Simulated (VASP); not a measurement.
## CdSe: electric field gradients with PBE

**What was measured.**

A printed reference work, data compilation reports, for a bulk crystal of CdSe at 2 K: band gap 1.841 eV.

CdSe:

```xyz
4
Lattice="4.3461 0.0000 0.0000 -2.1730 3.7638 0.0000 0.0000 0.0000 7.0898" Properties=species:S:1:pos:R:3 pbc="T T T"
Cd    2.1730    1.2546    3.5446
Cd    0.0000    2.5092    7.0895
Se    2.1730    1.2546    6.2100
Se    0.0000    2.5092    2.6651
```

The cell is a database's computed one.

```json
{
  "Program": "VASP 6.6.1",
  "Task": "electric field gradients",
  "Functional": "PBE",
  "Potentials or basis": "VASP PAW PBE potentials, release 64 (Cd, Se)",
  "Cutoff": "520 eV",
  "k mesh": "5 × 5 × 3",
  "Occupations": "fermi-dirac, width 0.02 eV",
  "Spin": "no spin polarisation",
  "Dipole correction": "no",
  "Further INCAR settings": "ALGO = Normal; EDIFF = 1e-08; NBANDS = 26"
}
```

```json
{
  "Pressure": "1.5 GPa",
  "Largest force": "0.009 eV/Å",
  "Band gap on the k mesh": "0.60 eV, direct"
}
```

Forces in eV/Å, atoms in the order of the input:
```
Cd   0.000  0.000  0.009
Cd   0.000  0.000  0.009
Se   0.000  0.000 -0.009
Se   0.000  0.000 -0.009
```

Levels at points of the mesh, in eV from the valence-band top:
```csv
k point,band 14,band 15,band 16,band 17,band 18,band 19,band 20,band 21,band 22,band 23
"(0.00, 0.00, 0.00)",-0.72,-0.72,-0.04,0.00,0.00,0.60,2.16,5.85,5.85,6.13
```

Electric field gradients, principal values (V/Å²):
| atom | Vxx | Vyy | Vzz |
| --- | --- | --- | --- |
| 1 Cd | -1.637 | -1.640 | 3.277 |
| 2 Cd | -1.637 | -1.640 | 3.277 |
| 3 Se | -1.704 | -1.705 | 3.409 |
| 4 Se | -1.704 | -1.705 | 3.409 |

Wall time 26 s on 1 thread of Intel(R) Xeon(R) Platinum 8559C (Emerald Rapids) (shared host), peak memory 0.22 GiB.

Against the measured gap of CdSe, 1.841 eV (2 K; a printed reference work, data compilation), the calculated 0.60 eV is off by -1.24 eV. So large a miss can be the level of theory's own, or it may mean another phase, state or a wrong row. Spin-orbit coupling on Cd, Se is left out. The value is that of PBE, without temperature or zero-point motion. Semilocal functionals fall short of measured gaps as a rule. The cell is a database's relaxed one, not the measured one, which moves gaps too.
